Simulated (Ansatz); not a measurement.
# Varying the input for Zr

The reference input for Ansatz (plane-wave DFT with PAW):

```yaml
crystal:
  lattice:
    - [0.0, 2.2646202716, 2.2646202716]
    - [2.2646202716, 0.0, 2.2646202716]
    - [2.2646202716, 2.2646202716, 0.0]
  atoms:
    - { symbol: Zr, position: [0.0, 0.0, 0.0] }
basis:
  ecutwfc: 420
kpoints:
  mp_grid: { grid: [10, 10, 10] }
hamiltonian:
  xc: pbe
scf:
  occupations: { method: gaussian, width: 0.1 }
output:
  forces: true
  stress: true
  eigenvalues: true
```

Command:

```bash
ansatz run input.yaml --threads 1 --pin off --max-ram 1331MiB --backend cpu --events-out ev --progress --plain --runs-dir out
```

The run converges in 6 SCF iterations on 47 irreducible k-points: pressure 0.04 GPa, no gap.

The inputs are trials, many of them unsound on purpose. Their numbers show the effect of the settings and aren't properties of the material. Each trial's input is given as a difference from the reference's; energies are extrapolated to zero smearing where there is one, and pressure is positive in compression. Charged cells sit in a uniform background, and their pressures hang on that convention.

Trial 1:

```diff
+total_charge: -1
-basis:
-  ecutwfc: 420
+basis: {}
 hamiltonian:
+  pseudopotentials: { kind: nc, frozen_core: stored }
 scf:
+  max_iter: 98
```

The program refuses the input:

```text
Error: inconsistent input (hamiltonian.pseudopotentials.frozen_core, hamiltonian.pseudopotentials.kind): the key says how the frozen core of a PAW file is taken — remove the key, or set kind: paw or paw_fr
```

Next try, with these keys changed back:

```diff
 hamiltonian:
-  pseudopotentials: { kind: nc, frozen_core: stored }
```

The run converges in 6 SCF iterations on 47 irreducible k-points: pressure -39.03 GPa (with the neutralising background of the charged cell), no gap.

Trial 2:

```diff
+total_charge: -2
 hamiltonian:
-  xc: pbe
+  xc: pbesol
+  dispersion: d3bjatm
 scf:
+  lower_state_search: standard
```

The run converges in 7 SCF iterations on 47 irreducible k-points: pressure -83.70 GPa (with the neutralising background of the charged cell), no gap.

Trial 3 (strained):

```diff
 crystal:
   lattice:
-    - [0.0, 2.2646202716, 2.2646202716]
-    - [2.2646202716, 0.0, 2.2646202716]
-    - [2.2646202716, 2.2646202716, 0.0]
+    - [-0.1379466561, 2.1224968412, 2.1941674392]
+    - [2.039248194, -0.1372665667, 2.1934873497]
+    - [2.1006797619, 2.1832483196, -0.1986981346]
 basis:
-  ecutwfc: 420
+  ecutwfc: 160
 kpoints:
-  mp_grid: { grid: [10, 10, 10] }
+  mp_grid: { kspacing: 0.69 }
 hamiltonian:
-  xc: pbe
+  xc: pw92
 scf:
-  occupations: { method: gaussian, width: 0.1 }
+  occupations: { method: cold, width: 0.076 }
```

The run converges in 6 SCF iterations on 36 irreducible k-points: pressure 10.74 GPa (unreliable at so low a cutoff), no gap. It warns that the cutoff lies under the recommended one, 420 eV for these potentials.

Trial 4:

```diff
 basis:
+  ecutrho_ratio: 2
 scf:
+  max_iter: 70
```

The run converges in 6 SCF iterations on 47 irreducible k-points: energy 0.06 meV per atom above the reference, pressure 0.04 GPa, no gap. It warns that the density cutoff lies under the recommended one.

Trial 5:

```diff
 basis:
-  ecutwfc: 420
+  ecutwfc: "35 Ry"
+  ecutrho_ratio: 5
 kpoints:
-  mp_grid: { grid: [10, 10, 10] }
+  mp_grid: { grid: [8, 8, 8] }
+  band_path: { path: [VBM, CBM], npoints: 5 }
 scf:
+  mixing: { algorithm: msr1, ndim: 4 }
+  convergence: { dr2_threshold: "1e-11 eV" }
+  max_iter: 87
```

The run converges in 8 SCF iterations on 29 irreducible k-points: energy 1.26 meV per atom above the reference, pressure -0.58 GPa, no gap.

Trial 6:

```diff
 hamiltonian:
-  xc: pbe
+  xc: revpbe
```

The run converges in 6 SCF iterations on 47 irreducible k-points: pressure 1.67 GPa, no gap.

Trial 7 (volume scaled):

```diff
 crystal:
   lattice:
-    - [0.0, 2.2646202716, 2.2646202716]
-    - [2.2646202716, 0.0, 2.2646202716]
-    - [2.2646202716, 2.2646202716, 0.0]
+    - [0.0, 2.5632131628, 2.5632131628]
+    - [2.5632131628, 0.0, 2.5632131628]
+    - [2.5632131628, 2.5632131628, 0.0]
+total_charge: 1
-basis:
-  ecutwfc: 420
+basis: {}
 kpoints:
-  mp_grid: { grid: [10, 10, 10] }
+  mp_grid: { kspacing: 1.2 }
 hamiltonian:
+  dispersion: d4
 scf:
-  occupations: { method: gaussian, width: 0.1 }
+  occupations: { method: fermi_dirac, width: "300 K" }
+  mixing: { algorithm: broyden, ndim: 3, preconditioner: kerker }
+  initial_density: { chi_scale: 0, normalization: atom }
+  max_iter: 77
 output:
+  populations: true
```

The run converges in 11 SCF iterations on 3 irreducible k-points: pressure -7.68 GPa (with the neutralising background of the charged cell), no gap.